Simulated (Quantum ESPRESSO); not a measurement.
Crystal: SiC (Moissanite).

```
Si C
1.0
     3.07600    0.00000    0.00000
    -1.53800    2.66389    0.00000
     0.00000    0.00000    5.04800
Si C
2 2
Direct
  0.66667 0.33333 0.50000
  0.33333 0.66667 0.00000
  0.66667 0.33333 0.88500
  0.33333 0.66667 0.38500
```

| Property | Result |
| --- | --- |
| Program | Quantum ESPRESSO 7.5 |
| Task | phonons |
| Functional | LDA |
| Potentials or basis | PseudoDojo 0.4.1 SR LDA standard |
| Cutoff | 1116 eV |
| Density cutoff | 4463 eV |
| k mesh | 6 × 6 × 4, shifted |
| Occupations | fermi-dirac, width 0.05 eV |
| Spin | no spin polarisation |
| Target pressure | 5 GPa |
| Form of the LDA correlation | PW92 |
| Mixing beta | 0.5 |
| Most SCF iterations | 120 |
| SCF threshold | 8e-10 Ry |

The cell and the atoms were relaxed first at 5 GPa, to 9.91 Å³/atom (a = 3.033 Å, b = 3.033 Å, c = 4.975 Å, α = 90.00°, β = 90.00°, γ = 120.00°), and the response was taken there.

```xyz
4
Lattice="3.0331 0.0000 0.0000 -1.5166 2.6268 0.0000 0.0000 0.0000 4.9753" Properties=species:S:1:pos:R:3 pbc="T T T"
Si    1.5166    0.8756    2.5104
Si    0.0000    1.7512    0.0227
C     1.5166    0.8756    4.3804
C     0.0000    1.7512    1.8928
```

The first run showed a gap, so the response started from a second, tighter run with fixed occupations.

Question: Which optical modes does the crystal have at the zone centre, and which show in infrared and Raman spectra?

Answer: The optical modes are 2E2 + 2B1 + A1 + E1. Infrared active: A1 + E1. Raman active: 2E2 + A1 + E1.

Optical modes at Γ, degenerate ones joined, polar ones without the macroscopic field:
| cm⁻¹ | components | symmetry | active in | IR intensity, summed ((D/Å)²/amu) |
| --- | --- | --- | --- | --- |
| 258 | 2 | E2 | Raman | 0.00 |
| 611 | 1 | B1 | silent | 0.00 |
| 790 | 2 | E2 | Raman | 0.00 |
| 790 | 1 | A1 | IR and Raman | 46.29 |
| 822 | 2 | E1 | IR and Raman | 82.02 |
| 864 | 1 | B1 | silent | 0.00 |

Caveat: the cell is more than 3 GPa from zero pressure, which shifts response properties.
